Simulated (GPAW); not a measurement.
Wanted: an ASE script for a GPAW 26.7.0 run.

```
Task                : band structure
Functional          : LDA
Potentials or basis : the program's PAW data sets (release 1.2.1) made for this functional
Cutoff              : 600 eV
Basis               : pw
k mesh              : 6 × 6 × 1
Occupations         : fermi-dirac, width 0.05 eV
Spin                : no spin polarisation
Maxiter             : 150
Band path           : GMKGALHA,LM,KH
Band points         : 61
```

WS2, a slab with vacuum:

```
CELL_PARAMETERS angstrom
3.18321 0.00000 0.00000
-1.59160 2.75674 0.00000
0.00000 0.00000 23.66876
ATOMIC_POSITIONS crystal
W 0.66667 0.33333 0.36268
W 0.33333 0.66667 0.63732
S 0.66667 0.33333 0.70318
S 0.33333 0.66667 0.42856
S 0.66667 0.33333 0.57144
S 0.33333 0.66667 0.29682
```

The input as run:

run.py

```python
from ase import Atoms
from ase.dft.bandgap import bandgap
from ase.io import write
from ase.units import GPa
from gpaw import GPAW, PW

atoms = Atoms(['W', 'W', 'S', 'S', 'S', 'S'],
              cell=[[3.1832085602, 0.0, 0.0],
                    [-1.5916042801, 2.7567394786, 0.0],
                    [0.0, 0.0, 23.66876325]],
              scaled_positions=[[0.6666666667, 0.3333333333, 0.36268246],
                                [0.3333333333, 0.6666666667, 0.63731754],
                                [0.6666666667, 0.3333333333, 0.70318389],
                                [0.3333333333, 0.6666666667, 0.42855817],
                                [0.6666666667, 0.3333333333, 0.57144183],
                                [0.3333333333, 0.6666666667, 0.29681611]],
              pbc=True)

calc = GPAW(mode=PW(600),
            xc='LDA',
            kpts={'size': (6, 6, 1), 'gamma': True},
            occupations={'name': 'fermi-dirac', 'width': 0.05},
            nbands=46,
            convergence={'density': 1e-05, 'energy': 1e-05},
            maxiter=150,
            txt='gpaw.txt')
atoms.calc = calc
energy = atoms.get_potential_energy()
forces = atoms.get_forces()
stress = atoms.get_stress()
calc.write('gs.gpw')
write('result.traj', atoms)
print(f'Energy: {energy:.6f} eV')
print('Forces (eV/A):')
print(forces.round(4))
print('Stress (GPa):', (stress / GPa).round(3))
print('Fermi level:', round(calc.get_fermi_level(), 4), 'eV')
print(f'Gap: {bandgap(calc)[0]:.4f} eV, direct: {bandgap(calc, direct=True)[0]:.4f} eV')

path = atoms.cell.bandpath('GMKGALHA,LM,KH', npoints=61, eps=1e-4)
bs_calc = calc.fixed_density(kpts=path, symmetry='off', nbands=79,
                             convergence={'bands': 'CBM+6.0', 'eigenstates': 1e-6}, txt='bands.txt')
bs = bs_calc.band_structure()
bs.write('bs.json')
print(f'Gap on the path: {bandgap(bs_calc)[0]:.4f} eV')
```

Potentials or basis: the program's PAW data sets (release 1.2.1) made for this functional, pw.

The run is started by

```bash
$ OMP_NUM_THREADS=1 python run.py
```

Results of the run:

```yaml
Largest_force: 0.438 eV/Å
Band_gap_on_the_k_mesh: 1.43 eV, indirect (least direct gap 1.75 eV)
Band_gap_along_the_path: 1.43 eV, indirect (least direct gap 1.75 eV)
```

Caveat: spin-orbit coupling is left out, which moves the levels of the heavy elements.

Wall time 13 min on 1 thread of Intel(R) Xeon(R) Processor @ 2.50GHz (Skylake/Cascade Lake), on a shared host, peak memory 0.97 GiB.
